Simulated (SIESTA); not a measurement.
CuI (Marshite):

```
I Cu
1.0
     0.00000    3.03150    3.03150
     3.03150    0.00000    3.03150
     3.03150    3.03150    0.00000
I Cu
1 1
Direct
  0.00000 0.00000 0.00000
  0.75000 0.75000 0.75000
```

Base run:

- Program: SIESTA 5.4.2
- Functional: PBEsol
- Potentials or basis: PseudoDojo 0.4 standard (PBEsol files)
- Basis: DZP (energy shift 0.003 Ry; two zetas on semicore shells)
- Grid cutoff: 800 Ry
- Energy shift: 0.003 Ry
- k mesh: 8 × 8 × 8
- Occupations: fermi-dirac, width 0.05 eV
- Spin: no spin polarisation

Its results: band gap on the k mesh 1.59 eV, direct; pressure -1.6 GPa.

Task: The run is repeated on the same cell with these changes: functional from PBEsol to PBE; potentials or basis from PseudoDojo 0.4 standard (PBEsol files) to PseudoDojo 0.4 standard (PBE files). What comes out?

Result: Band gap on the k mesh 1.73 eV, direct; pressure 1.5 GPa.

Caveats: short orbitals over semicore shells can move pressures by several GPa; spin-orbit coupling is left out, which moves the levels of the heavy elements; the basis of atomic orbitals isn't converged, which shifts pressures, moduli and gaps; the basis holds too few empty states to meet the f-sum rule, so the spectrum is short of weight at high energy (some runs).
